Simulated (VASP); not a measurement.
# Ge (I4_1/amd) in VASP: notebook

Runs on Ge. Level: r2SCAN. Tasks: relaxation of cell and atoms, vibrations by finite differences.

Everything below comes from runs of VASP 6.6.1. Logs are shortened: lines on timing, memory, paths and dates and some standing lists are left out, and cuts for length are marked.

## (1) The structure

Symmetry: I4_1/amd, No. 141, tetragonal system. Conventional cell: a = 5.149 Å, b = 5.149 Å, c = 2.795 Å, α = 90.00°, β = 90.00°, γ = 90.00°. Ge (site symmetry -4m2) is surrounded by 6 Ge at 2.67 to 2.79 Å.

This isn't the form of Ge at room conditions, which is diamond.

## (2) Relaxation of cell and atoms, r2SCAN, target pressure 13.3 GPa, at which the enthalpy is minimised

INCAR

```
SYSTEM = Ge
  PREC = Accurate
  ENCUT = 520
  EDIFF = 1E-7
  ISMEAR = 0
  SIGMA = 0.02
  LREAL = .False.
  LASPH = .True.
  NELM = 80
  ALGO = Normal
  ISIF = 3
  LWAVE = .False.
  LCHARG = .False.
  METAGGA = R2SCAN
  LMIXTAU = .True.
  IBRION = 2
  NSW = 80
  EDIFFG = -0.002
  PSTRESS = 133.0
```

KPOINTS

```
Automatic mesh
0
Gamma
  12 12 12
  0 0 0
```

POSCAR

```
Ge
1.0
   -2.5744897200      2.5744897200      1.3974126400
    2.5744897200     -2.5744897200      1.3974126400
    2.5744897200      2.5744897200     -1.3974126400
Ge
2
Direct
    0.2500000000      0.7500000000      0.5000000000
    0.5000000000      0.5000000000      0.0000000000
```

Potentials or basis: VASP PAW PBE potentials, release 64 (Ge_d).

Command:

```
> cat potpaw_PBE.64/Ge_d/POTCAR > POTCAR
> mpirun -np 1 vasp_std > vasp.out
```

OUTCAR:

```text
SYSTEM = Ge
   PREC = Accurate
   ENCUT = 520
   EDIFF = 1E-7
   ISMEAR = 0
   LREAL = .False.
   LASPH = .True.
   NELM = 80
   ISIF = 3
   METAGGA = R2SCAN
   IBRION = 2
   NSW = 80
   EDIFFG = -0.002
   PSTRESS = 133.0

 ion  position               nearest neighbor table
   1  0.250  0.750  0.500-   2 2.67   2 2.67   2 2.67   2 2.67
   2  0.500  0.500  0.000-   1 2.67   1 2.67   1 2.67   1 2.67

  LATTYP: Found a body centered tetragonal cell.
 ALAT       =     5.1489794400
 C/A-ratio  =     0.5427920839

  Lattice vectors:

 A1 = (  -2.5744897200,   2.5744897200,   1.3974126400)
 A2 = (   2.5744897200,  -2.5744897200,   1.3974126400)
 A3 = (   2.5744897200,   2.5744897200,  -1.3974126400)

Analysis of symmetry for initial positions (statically):
=====================================================================
 Subroutine PRICEL returns:
 Original cell was already a primitive cell.

 Routine SETGRP: Setting up the symmetry group for a
 body centered tetragonal supercell.

 Subroutine GETGRP returns: Found 16 space group operations
 (whereof  8 operations were pure point group operations)
 out of a pool of 16 trial point group operations.

The static configuration has the point symmetry D_2d.
 The point group associated with its full space group is D_4h.

Analysis of symmetry for dynamics (positions and initial velocities):
=====================================================================
 Subroutine PRICEL returns:
 Original cell was already a primitive cell.

 Routine SETGRP: Setting up the symmetry group for a
 body centered tetragonal supercell.

 Subroutine GETGRP returns: Found 16 space group operations
 (whereof  8 operations were pure point group operations)
 out of a pool of 16 trial point group operations.

The dynamic configuration has the point symmetry D_2d.
 The point group associated with its full space group is D_4h.

 Subroutine INISYM returns: Found 16 space group operations
 (whereof  8 operations are pure point group operations),
 and found     1 'primitive' translations

----------------------------------------------------------------------------------------

                                     Primitive cell

  volume of cell :      37.0482

  direct lattice vectors                    reciprocal lattice vectors
    -2.574489720  2.574489720  1.397412640     0.000000000  0.194213244  0.357804120
     2.574489720 -2.574489720  1.397412640     0.194213244  0.000000000  0.357804120
     2.574489720  2.574489720 -1.397412640     0.194213244  0.194213244  0.000000000

  length of vectors
     3.899840602  3.899840602  3.899840602     0.407114938  0.407114938  0.274659004

  position of ions in fractional coordinates (direct lattice)
     0.250000000  0.750000000  0.500000000
     0.500000000  0.500000000  0.000000000

  ion indices of the primitive-cell ions
   primitive index   ion index
                 1           1
                 2           2

----------------------------------------------------------------------------------------

 KPOINTS: Automatic mesh

Automatic generation of k-mesh.
 Grid dimensions read from file:
 generate k-points for:   12   12   12

 Generating k-lattice:

  Cartesian coordinates                     Fractional coordinates (reciprocal lattice)
     0.000000000  0.016184437  0.029817010     0.083333333  0.000000000  0.000000000
     0.016184437  0.000000000  0.029817010     0.000000000  0.083333333  0.000000000
     0.016184437  0.016184437  0.000000000     0.000000000  0.000000000  0.083333333

  Length of vectors
     0.033926245  0.033926245  0.022888250

  Shift w.r.t. Gamma in fractional coordinates (k-lattice)
     0.000000000  0.000000000  0.000000000

 Subroutine IBZKPT returns following result:
 ===========================================

 Found    163 irreducible k-points:

 Following reciprocal coordinates:
            Coordinates               Weight
  0.000000  0.000000  0.000000      1.000000
  0.083333  0.000000  0.000000      8.000000
  0.166667  0.000000 -0.000000      8.000000
  0.250000  0.000000 -0.000000      8.000000
  0.333333 -0.000000  0.000000      8.000000
  0.416667  0.000000  0.000000      8.000000
[... 16 lines left out ...]
  0.500000  0.166667 -0.000000     16.000000
 -0.416667  0.166667  0.000000     16.000000
 [... further k-points ...]
   k-points           NKPTS =    163   k-points in BZ     NKDIM =    163   number of bands    NBANDS=     18
   number of dos      NEDOS =    301   number of ions     NIONS =      2
   total plane-waves  NPLWV =  27000
   dimension x,y,z NGX =    30 NGY =   30 NGZ =   30
   dimension x,y,z NGXF=    60 NGYF=   60 NGZF=   60
   ions per type =               2
   NGX,Y,Z   is equivalent  to a cutoff of  12.79, 12.79, 12.79 a.u.
   NGXF,Y,Z  is equivalent  to a cutoff of  25.58, 25.58, 25.58 a.u.
 SYSTEM =  Ge
   PREC   = accura    normal or accurate (medium, high low for compatibility)
   ISTART =      0    job   : 0-new  1-cont  2-samecut
   ICHARG =      2    charge: 1-file 2-atom 10-const
   ISPIN  =      1    spin polarized calculation?
   LNONCOLLINEAR =      F non collinear calculations
   LSORBIT =      F    spin-orbit coupling
   LASPH  =      T    aspherical Exc in radial PAW
   ENCUT  =  520.0 eV  38.22 Ry    6.18 a.u.   7.25  7.25  7.25*2*pi/ulx,y,z
   NELM   =     80;   NELMIN=  2; NELMDL= -5     # of ELM steps
   EDIFF  = 0.1E-06   stopping-criterion for ELM
   LREAL  =      F    real-space projection
   EDIFFG = -.2E-02   stopping-criterion for IOM
   NSW    =     80    number of steps for IOM
   IBRION =      2    ionic relax: 0-MD 1-quasi-New 2-CG
   NFREE  =      1    steps in history (QN), initial steepest desc. (CG)
   ISIF   =      3    stress and relaxation
   ISYM   =      2    0-nonsym 1-usesym 2-fastsym
   POTIM  = 0.5000    time-step for ionic-motion
   TEBEG  =    0.0;   TEEND  =   0.0 temperature during run
   PSTRESS=  133.0 pullay stress
   NELECT =      28.0000    total number of electrons
   NUPDOWN=      -1.0000    fix difference up-down
   EMIN   =  10.00;   EMAX   =-10.00  energy-range for DOS
   EFERMI =   0.00;   METHOD = LEGACY
   ISMEAR =     0;   SIGMA  =   0.02  broadening in eV -4-tet -1-fermi 0-gaus
   EFERMI_NEDOS =   21; number of points for ismear=-14 and -15
   IALGO  =     38    algorithm
   IMIX   =      4    mixing-type and parameters
     AMIX     =   0.40;   BMIX     =  1.00
     AMIX_MAG =   1.60;   BMIX_MAG =  1.00
  volume/ion in A,a.u.               =      18.52       125.01
  Fermi-wavevector in a.u.,A,eV,Ry     =   1.491209  2.817976 30.255333  2.223704
  Thomas-Fermi vector in A             =   2.603893
   LORBIT       =      0    0 simple, 1 ext, 2 COOP (PROOUT), +10 PAW based schemes
   METAGGA = R2SCAN    functional components
   LHFCALC =     F    Hartree Fock is set to
   AEXX    =    0.0000 exact exchange contribution
   IVDW    =     0    specifies the selected vdW correction
   LEPSILON=     F    determine dielectric tensor
   LRPA    =     F    only Hartree local field effects (RPA)
 conjugate gradient relaxation of ions
 non-spin polarized calculation
 Gauss-broadening in eV      SIGMA  =   0.02
  energy-cutoff  :      520.00
  volume of cell :       37.05
 maximum number of plane-waves:      1029
 NGX is ok and might be reduce to    30
   NGX = 15   NGY = 15   NGZ = 15

--------------------------------------- Ionic step        1  -------------------------------------------

 number of electron      28.0000028 magnetization

 Free energy of the ion-electron system (eV)
  ---------------------------------------------------
  ext. energy  EPLUGINS =         0.00000000
  ---------------------------------------------------
  free energy    TOTEN  =       -27.02770973 eV

  energy without entropy =      -27.02743923  energy(sigma->0) =      -27.02757448

------------------------ aborting loop because EDIFF is reached ----------------------------------------

  FORCE on cell =-STRESS in cart. coord.  units (eV):
  Direction    XX          YY          ZZ          XY          YZ          ZX
  --------------------------------------------------------------------------------------
  -------------------------------------------------------------------------------------
  Total       -0.0123775     -0.0123775      0.2797780      0.0000000      0.0000000      0.0000000
  in kB       -0.5352753     -0.5352753     12.0992159      0.0000000      0.0000000      0.0000000
  external PRESSURE =    -129.3237783 kB  Pullay stress =     133.0000000 kB
[... 137 lines left out ...]
  enthalpy is  TOTEN    =       -24.1411154595 eV   P V=        2.7207930180

--------------------------------------- Ionic step        5  -------------------------------------------

 number of electron      28.0000011 magnetization

 Free energy of the ion-electron system (eV)
  ---------------------------------------------------
  ext. energy  EPLUGINS =         0.00000000
  ---------------------------------------------------
  free energy    TOTEN  =       -26.86185051 eV

  energy without entropy =      -26.86154471  energy(sigma->0) =      -26.86169761

 E-fermi :   8.2231     XC(G=0): -13.1089

 val. band max:        8.2195584769   @ k =   0.1667   0.0833  -0.0000
 cond. band min:       8.2341230409   @ k =  -0.2500   0.1667  -0.0000
 fundamental gap:      0.0145645640
 Fermi energy:         8.2230514332

 k-point     1 :       0.0000    0.0000    0.0000
  band No.  band energies     occupation
      1     -17.5249      2.00000
      2     -17.4521      2.00000
      3     -17.4182      2.00000
      4     -17.4125      2.00000
      5     -17.2487      2.00000
      6     -17.2487      2.00000
[... 10 lines left out ...]
     17      17.0409      0.00000
     18      17.6859      0.00000
[... 466 lines left out ...]
      2     -17.3876      2.00000
      3     -17.3708      2.00000
      4     -17.3438      2.00000
      5     -17.3016      2.00000
      6     -17.2762      2.00000
[... 10 lines left out ...]
     17      12.3565      0.00000
     18      15.5710      0.00000

 [... further k-points ...]

------------------------ aborting loop because EDIFF is reached ----------------------------------------

  FORCE on cell =-STRESS in cart. coord.  units (eV):
  Direction    XX          YY          ZZ          XY          YZ          ZX
  --------------------------------------------------------------------------------------
  -------------------------------------------------------------------------------------
  Total        2.7206133      2.7206133      2.7214616      0.0000000      0.0000000      0.0000000
  in kB      132.9941144    132.9941144    133.0355790      0.0000000      0.0000000      0.0000000
  external PRESSURE =       0.0079359 kB  Pullay stress =     133.0000000 kB
[... 17 lines left out ...]
  FREE ENERGIE OF THE ION-ELECTRON SYSTEM (eV)
  ---------------------------------------------------
  free  energy   TOTEN  =       -26.8618505145 eV

  energy  without entropy=      -26.8615447108  energy(sigma->0) =      -26.86169761

  enthalpy is  TOTEN    =       -24.1411167653 eV   P V=        2.7207337492

 reached required accuracy - stopping structural energy minimisation
```

Run time: 24 min. Hardware: 1 thread of Intel Xeon 6975P-C (Granite Rapids), shared host; peak memory 0.26 GiB.

Results:

```
Free energy                                            : -26.8619 eV
Relaxed volume                                         : 16.39 Å³/atom
Relaxed cell                                           : a = 3.741 Å, b = 3.741 Å, c = 3.741 Å, α = 97.43°, β = 97.43°, γ = 137.86°
Space group after relaxing (to 0.05 Å)                 : I4_1/amd (No. 141)
Energy change on relaxing (the enthalpy is what falls) : +82.9 meV/atom
Ionic steps                                            : 5
Pressure after relaxing                                : 13.3 GPa
Band gap on the k mesh                                 : none (metal or under the smearing width)
```

The path:
```tsv
step	energy change (eV)	largest force (eV/Å)	pressure (GPa)	volume (Å³)
1	0.0000	0.0000	0.37	37.05
2	0.5853	0.0000	30.36	29.59
3	0.1592	0.0000	13.01	32.86
4	0.1658	0.0000	13.31	32.78
5	0.1659	0.0000	13.30	32.78
```

Final structure:
```
Ge
1.0
    -2.46835    2.46835    1.34484
     2.46835   -2.46835    1.34484
     2.46835    2.46835   -1.34484
Ge
2
Direct
  0.25000 0.75000 0.50000
  0.50000 0.50000 0.00000
```

Levels at points of the mesh, in eV from the Fermi level:
| k point | band 12 | band 13 | band 14 | band 15 | band 16 | band 17 |
| --- | --- | --- | --- | --- | --- | --- |
| (0.00, 0.00, 0.00) | -3.70 | -3.00 | -3.00 | 3.38 | 8.82 | 8.82 |
| (0.50, 0.00, 0.00) | -7.39 | -2.60 | -2.54 | -1.86 | 2.49 | 4.17 |
| (0.50, 0.50, 0.00) | -11.99 | 0.46 | 0.46 | 2.45 | 2.45 | 8.65 |
| (0.50, 0.50, 0.50) | -9.77 | -7.14 | -7.14 | 6.91 | 6.91 | 13.21 |

Caveat: the cell is relaxed towards a set pressure, so the enthalpy falls and the energy may rise; the PAW data sets were made with another functional, which shifts forces and pressure a little.

## (3) Relaxation of cell and atoms, r2SCAN, target pressure 13.3 GPa, at which the enthalpy is minimised

This run uses another cell than the first one, of 16.39 Å³/atom, 0.885 times its volume.

INCAR is that of step 2.

KPOINTS is that of step 2.

POSCAR

```
Ge                                      
1.0
   -2.4683527519      2.4683527519      1.3448397723
    2.4683527519     -2.4683527519      1.3448397723
    2.4683527519      2.4683527519     -1.3448397723
  Ge            
     2
Direct
     0.2500000000000000    0.7500000000000000    0.5000000000000000
     0.5000000000000000    0.5000000000000000    1.0000000000000000
```

Potentials or basis: VASP PAW PBE potentials, release 64 (Ge_d).

Command:

```
> cat potpaw_PBE.64/Ge_d/POTCAR > POTCAR
> mpirun -np 1 vasp_std > vasp.out
```

Wall time 10 min (1 thread of Intel Xeon 6975P-C (Granite Rapids), shared host); peak memory 0.22 GiB.

The run converged. Its results:

```
Free energy                                            : -26.8593 eV
Relaxed volume                                         : 16.38 Å³/atom
Relaxed cell                                           : a = 3.740 Å, b = 3.740 Å, c = 3.740 Å, α = 97.43°, β = 97.43°, γ = 137.86°
Space group after relaxing (to 0.05 Å)                 : I4_1/amd (No. 141)
Energy change on relaxing (the enthalpy is what falls) : +0.6 meV/atom
Ionic steps                                            : 3
Pressure after relaxing                                : 13.3 GPa
Band gap on the k mesh                                 : none (metal or under the smearing width)
```

Step by step:
```csv
step,energy change (eV),largest force (eV/Å),pressure (GPa),volume (Å³)
1,0.0000,0.0000,13.26,32.78
2,0.0014,0.0000,13.33,32.76
3,0.0012,0.0000,13.32,32.76
```

Final structure:
```xyz
2
Lattice="-2.4679 2.4679 1.3448 2.4679 -2.4679 1.3448 2.4679 2.4679 -1.3448" Properties=species:S:1:pos:R:3 pbc="T T T"
Ge    2.4679    0.0000    0.6724
Ge    0.0000    0.0000    1.3448
```

Levels at points of the mesh, in eV from the Fermi level:
```tsv
k point	band 12	band 13	band 14	band 15	band 16	band 17
(0.00, 0.00, 0.00)	-3.70	-3.01	-3.01	3.38	8.82	8.82
(0.50, 0.00, 0.00)	-7.40	-2.60	-2.54	-1.86	2.49	4.17
(0.50, 0.50, 0.00)	-12.00	0.46	0.46	2.46	2.46	8.65
(0.50, 0.50, 0.50)	-9.78	-7.14	-7.14	6.91	6.91	13.21
```

Caveat: the cell is relaxed towards a set pressure, so the enthalpy falls and the energy may rise; the PAW data sets were made with another functional, which shifts forces and pressure a little.

[end of part 1 of 2]
